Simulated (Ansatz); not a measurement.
Set up this calculation in Ansatz 0.2.0, as the native input.

```
Task                : band structure
Functional          : RPBE
Potentials or basis : all-electron LAPW, scalar-relativistic
Cutoff              : 187 eV (chosen from the basis error)
Basis error allowed : 0.001 eV/atom
k mesh              : 8 × 8 × 8
Occupations         : fermi-dirac, width 0.05 eV
Spin                : no spin polarisation
```

The system is PbSe (Clausthalite).

```
Pb Se
1.0
     0.00000    3.06065    3.06065
     3.06065    0.00000    3.06065
     3.06065    3.06065    0.00000
Pb Se
1 1
Direct
  0.00000 0.00000 0.00000
  0.50000 0.50000 0.50000
```

The input as run:

input.yaml

```yaml
crystal:
  lattice:
    - [0.0, 3.06065, 3.06065]
    - [3.06065, 0.0, 3.06065]
    - [3.06065, 3.06065, 0.0]
  atoms:
    - { symbol: Pb, position: [0.0, 0.0, 0.0] }
    - { symbol: Se, position: [0.5, 0.5, 0.5] }
kpoints:
  mp_grid: { grid: [8, 8, 8] }
  band_path:
    path:
      - [0.0, 0.0, 0.0]
      - [0.5, 0.0, 0.5]
      - [0.5, 0.25, 0.75]
      - [0.375, 0.375, 0.75]
      - [0.0, 0.0, 0.0]
      - [0.5, 0.5, 0.5]
      - [0.625, 0.25, 0.625]
      - [0.5, 0.25, 0.75]
    npoints: 10
scf:
  occupations: { method: fermi_dirac, width: 0.05 }
hamiltonian:
  xc: rpbe
  pseudopotentials: { kind: all_electron, lapw: { basis_error: 0.001 } }
output:
  forces: true
  stress: true
  eigenvalues: true
```

Potentials or basis: all-electron LAPW, scalar-relativistic.

Launch:

```console
$ ansatz run input.yaml --threads 1 --pin off --max-ram 3072MiB --backend cpu --events-out ev --progress --plain --runs-dir out
```

It gave:

The pressure is 4.2 GPa, the band gap on the k mesh is 0.37 eV, direct and the band gap along the path is 0.37 eV, direct.

Caveat: spin-orbit coupling is left out, which as a rule narrows the gap of such compounds by several tenths of an eV.

It took 11 s on 1 thread of Intel(R) Xeon(R) Platinum 8488C (Sapphire Rapids) (shared host), peak memory 0.35 GiB.
